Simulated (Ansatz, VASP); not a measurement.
## Cs in VASP and in Ansatz

Contents of INCAR:

```
PREC = Accurate
ENCUT = 520
EDIFF = 1E-7
ISMEAR = -1
SIGMA = 0.05
LREAL = F
LASPH = T
NELM = 60
ALGO = Normal
ISIF = 2
LWAVE = F
LCHARG = F
GGA = PE
NBANDS = 10
```

File KPOINTS:

```
regular mesh
0
Gamma
  6 6 6
```

File POSCAR:

```
Cs
1.0
   -3.2699480000      3.2071640000      3.2746200000
    3.1394770000     -3.0609420000      2.9979270000
    3.1843290000      2.9753230000     -3.1283970000
Cs
1
Direct
   -0.0002280000      0.0061190000      0.0031940000
```

input.yaml

```yaml
crystal:
  lattice:
    - [-3.269948, 3.207164, 3.27462]
    - [3.139477, -3.060942, 2.997927]
    - [3.184329, 2.975323, -3.128397]
  atoms:
    - { symbol: Cs, position: [-0.000228, 0.006119, 0.003194] }
hamiltonian:
  xc: pbe
  pseudopotentials: { kind: paw }
kpoints:
  mp_grid: { grid: [6, 6, 6] }
scf:
  occupations: { method: fermi_dirac, width: 0.05 }
output:
  forces: true
  stress: true
  eigenvalues: true
```

Change from the starting cell: cell strained at random at fixed volume.

Alike in both runs: task single point; functional PBE; k mesh 6 × 6 × 6; occupations fermi-dirac, width 0.05 eV; no spin polarisation.

|  | VASP | Ansatz |
| --- | --- | --- |
| version | VASP 6.6.1 | Ansatz 0.2.0 |
| potentials or method | VASP PAW PBE potentials, release 64 (Cs_sv) | Ansatz PAW |
| plane-wave cutoff (eV) | 520 | 420 |
| valence electrons in the cell | 9 | 9 |

```csv
,VASP,Ansatz,Ansatz less VASP
gap on the k mesh at the Fermi level (eV),none,none,-
pressure (GPa),-0.1,-0.1,+0.01
```

A gap of «none» marks a metal or a gap that the smearing closes.

The runs have no spin-orbit coupling, so splittings on Cs are missing.
